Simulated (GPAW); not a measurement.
Write an ASE script for GPAW 26.7.0 that does the following.

```
Task                : relaxation of cell and atoms
Functional          : PBEsol
Potentials or basis : PAW data sets generated in the run's folder for this functional
Cutoff              : 600 eV
Basis               : pw
k mesh              : 11 × 11 × 10
Occupations         : fermi-dirac, width 0.05 eV
Spin                : no spin polarisation
Maxiter             : 150
Optimizer           : BFGS
Fmax                : 0.02 eV/Å
Max steps           : 60
Convergence         : density=1e-05 forces=0.0001
```

The system is Ge.

```
CELL_PARAMETERS angstrom
1.39715 -2.60052 0.00000
1.39715 2.60052 0.00000
0.00000 0.00000 2.69823
ATOMIC_POSITIONS crystal
Ge 0.50000 0.50000 0.00000
```

This isn't the form of Ge at room conditions, which is diamond.

These files were run (other wordings do the same):

run.py

```python
from ase import Atoms
from ase.filters import FrechetCellFilter
from ase.io import write
from ase.optimize import BFGS
from gpaw import GPAW, PW, setup_paths

setup_paths.insert(0, '.')

atoms = Atoms(['Ge'],
              cell=[[1.397149, -2.600516, 0.0],
                    [1.397149, 2.600516, 0.0],
                    [0.0, 0.0, 2.698231]],
              scaled_positions=[[0.5, 0.5, 0.0]],
              pbc=True)

calc = GPAW(mode=PW(600),
            xc='PBEsol',
            kpts={'size': (11, 11, 10), 'gamma': True},
            occupations={'name': 'fermi-dirac', 'width': 0.05},
            nbands=8,
            convergence={'density': 1e-05, 'forces': 0.0001},
            maxiter=150,
            txt='gpaw.txt')
atoms.calc = calc
opt = BFGS(FrechetCellFilter(atoms), trajectory='relax.traj', logfile='-')
done = opt.run(fmax=0.02, steps=60)
calc.write('gs.gpw')
write('result.traj', atoms)
print('Converged:', done)
print('Cell:', atoms.cell.cellpar().round(4))
print('Volume:', round(atoms.get_volume(), 4))
print(atoms.get_scaled_positions().round(5))
```

Potentials or basis: PAW data sets generated in the run's folder for this functional, pw.

Run with:

```bash
$ gpaw-setup -f PBEsol Ge
$ OMP_NUM_THREADS=1 python run.py
```

It gave:

```json
{
  "Relaxed volume": "18.36 Å³/atom",
  "Relaxed cell": "a = 2.829 Å, b = 2.829 Å, c = 2.671 Å, α = 90.00°, β = 90.00°, γ = 120.85°",
  "Space group after relaxing (to 0.05 Å)": "Cmmm (No. 65)",
  "Energy gained by relaxing": "21.9 meV/atom",
  "Ionic steps": "8",
  "Pressure after relaxing": "0.0 GPa",
  "Band gap on the k mesh": "none (metal or under the smearing width)"
}
```

Caveat: later steps reuse the first step's grids.

Run time: 2.3 min on 1 thread of Arm Neoverse V1, on a shared host, peak memory 0.21 GiB.
